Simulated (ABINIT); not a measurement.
P:

```
P
1.0
     1.72573    0.99635    3.12968
    -1.72573    0.99635    3.12968
     0.00000   -1.99270    3.12968
P
2
Cartesian
  0.0000 0.0000 7.2570
  0.0000 0.0000 2.1321
```

This isn't the form of P at room conditions, which is orthorhombic.

| Quantity | Value |
| --- | --- |
| Program | ABINIT 10.8.3 (patched build) |
| Task | relaxation of cell and atoms |
| Functional | LDA |
| Potentials or basis | PseudoDojo NC SR LDA v0.4.1 standard |
| Cutoff | 653 eV |
| k mesh | 7 × 7 × 7 |
| Occupations | fermi-dirac, width 0.05 eV |
| Spin | no spin polarisation |

At the start: pressure -3.3 GPa; volume 16.14 Å³/atom.

Question: Where does the relaxation end?

Answer: Over 11 steps the energy falls by 17.2 meV/atom and the volume is 15.03 Å³/atom (-6.9 %); space group R-3m (No. 166, to 0.05 Å).

The path:
```csv
step,energy change (eV),largest force (eV/Å),pressure (GPa),volume (Å³)
1,0.0000,0.1305,-3.35,32.29
2,-0.0070,0.1780,-2.66,31.96
3,-0.0237,0.2920,1.25,30.34
4,-0.0263,0.2448,0.89,30.39
5,-0.0341,0.0166,0.04,30.20
6,-0.0342,0.0079,0.01,30.17
7,-0.0343,0.0032,0.00,30.12
8,-0.0343,0.0021,0.00,30.08
9,-0.0343,0.0013,0.00,30.05
10,-0.0343,0.0010,0.00,30.05
11,-0.0343,0.0003,0.00,30.05
```

Final structure:
```cif
data_structure
_symmetry_space_group_name_H-M 'P 1'
_symmetry_Int_Tables_number 1
_cell_length_a 3.5605
_cell_length_b 3.5605
_cell_length_c 3.5605
_cell_angle_alpha 57.458
_cell_angle_beta 57.458
_cell_angle_gamma 57.458
_cell_volume 30.05
loop_
_atom_site_label
_atom_site_type_symbol
_atom_site_fract_x
_atom_site_fract_y
_atom_site_fract_z
_atom_site_occupancy
P1 P 0.76819 0.76819 0.76819 1
P2 P 0.23181 0.23181 0.23181 1
```
